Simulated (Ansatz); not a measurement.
Crystal: MgO2.

```
Mg O
1.0
     1.60476    0.92651    3.49398
    -1.60476    0.92651    3.49398
     0.00000   -1.85302    3.49398
Mg O
1 2
Cartesian
  0.0000 0.0000 0.0000
  0.0000 0.0000 5.9874
  0.0000 0.0000 4.4945
```

The cell comes from a database or a generator and needn't be the stable form of this composition.

| Quantity | Value |
| --- | --- |
| Program | Ansatz 0.2.0 |
| Task | relaxation of cell and atoms |
| Functional | PBEsol |
| Potentials or basis | Ansatz PAW |
| Cutoff | 420 eV (not typed: the program's choice for these potentials) |
| k mesh | 10 × 10 × 10 |
| Occupations | fermi-dirac, width 0.05 eV |
| Spin | no spin polarisation |

At the start: volume 10.39 Å³/atom.

Task: Where does the relaxation end?

Result: It ends after 8 steps and the volume is 10.01 Å³/atom (-3.6 %); space group R-3m (No. 166, to 0.05 Å).

Step by step:
```csv
step,energy change (eV),largest force (eV/Å),volume (Å³)
1,0.0000,0.3040,31.17
2,-0.0150,0.1630,30.66
3,-0.0232,0.0127,30.05
4,-0.0230,0.0020,30.10
5,-0.0230,0.0005,30.10
6,-0.0181,0.0009,30.10
7,-0.0185,0.0004,30.04
8,-0.0182,0.0001,30.04
```

Final structure:
```yaml
crystal:
  lattice:
    - [1.58382, 0.91442, 3.45739]
    - [-1.58382, 0.91442, 3.45739]
    - [0.00000, -1.82884, 3.45739]
  atoms:
    - { symbol: Mg, position: [0.00000, 0.00000, 0.00000] }
    - { symbol: O, position: [0.57086, 0.57086, 0.57086] }
    - { symbol: O, position: [0.42914, 0.42914, 0.42914] }
```

Caveat: the plane-wave basis is chosen anew once the cell has moved, so the energies of steps on either side of that aren't comparable; the pressure holds a Pulay correction of +0.9 GPa for the finite cutoff; the PAW data sets come from PBE, with cores solved anew for the run's functional, which leaves a small shift of forces and pressure.
